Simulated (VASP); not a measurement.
Input of a VASP 6.6.1 run:

Contents of INCAR:

```
SYSTEM = SnO2
PREC = Accurate
ENCUT = 600
EDIFF = 1E-7
ISMEAR = 0
SIGMA = 0.03
LREAL = .False.
LASPH = .True.
NELM = 80
ALGO = Normal
ISIF = 3
LWAVE = .False.
LCHARG = .False.
GGA = PS
IBRION = 2
NSW = 90
EDIFFG = -0.005
KPAR = 4
```

File KPOINTS:

```
Automatic mesh
0
Gamma
  6 6 6
  0 0 0
```

POSCAR

```
SnO2                                    
1.0
    5.1167068342      0.0000000000      0.0000000000
   -0.0000000000      5.1167068342      0.0000000000
   -0.0000000000     -0.0000000000      5.1167068342
  Sn              O             
     4     8
Direct
     1.0000000000000000    0.5000000000000000    0.5000000000000000
     0.5000000000000000    0.5000000000000000    0.0000000000000000
     0.5000000000000000    0.0000000000000000    0.5000000000000000
     1.0000000000000000    0.0000000000000000    0.0000000000000000
     0.3389873385509701    0.1610126614490298    0.8389873385509703
     0.1610126614490298    0.8389873385509703    0.3389873385509701
     0.8389873385509703    0.3389873385509701    0.1610126614490298
     0.6610126614490297    0.6610126614490297    0.6610126614490297
     0.3389873385509701    0.3389873385509701    0.3389873385509701
     0.1610126614490298    0.6610126614490297    0.8389873385509703
     0.8389873385509703    0.1610126614490298    0.6610126614490297
     0.6610126614490297    0.8389873385509703    0.1610126614490298
```

Potentials or basis: VASP PAW PBE potentials, release 64 (Sn_d, O).

The run is started by

```console
$ cat potpaw_PBE.64/Sn_d/POTCAR potpaw_PBE.64/O/POTCAR > POTCAR
$ mpirun -np 4 vasp_std > vasp.out
```

Question: What does it give for the relaxed cell?

Answer: a = 5.116 Å, b = 5.116 Å, c = 5.116 Å, α = 90.00°, β = 90.00°, γ = 90.00°.

Question: What does it give for the relaxed volume?

Answer: 11.16 Å³/atom.

Question: What does it give for the band gap on the k mesh?

Answer: 0.82 eV, indirect (least direct gap 0.90 eV).

Question: What does it give for the space group after relaxing (to 0.05 Å)?

Answer: Pa-3 (No. 205).

The path:
```
step  energy change (eV)  largest force (eV/Å)  pressure (GPa)  volume (Å³)
   1              0.0000                0.0089           -0.04       133.96
   2              0.0000                0.0079            0.04       133.91
   3              0.0000                0.0073            0.09       133.87
   4              0.0000                0.0066            0.09       133.87
   5             -0.0001                0.0046            0.08       133.87
   6             -0.0001                0.0003            0.06       133.88
```

Caveat: the PAW data sets were made with another functional, which shifts forces and pressure a little; spin-orbit coupling is left out, which moves the levels of the heavy elements. A hybrid or GW would open this gap; PBEsol tends to underestimate it.
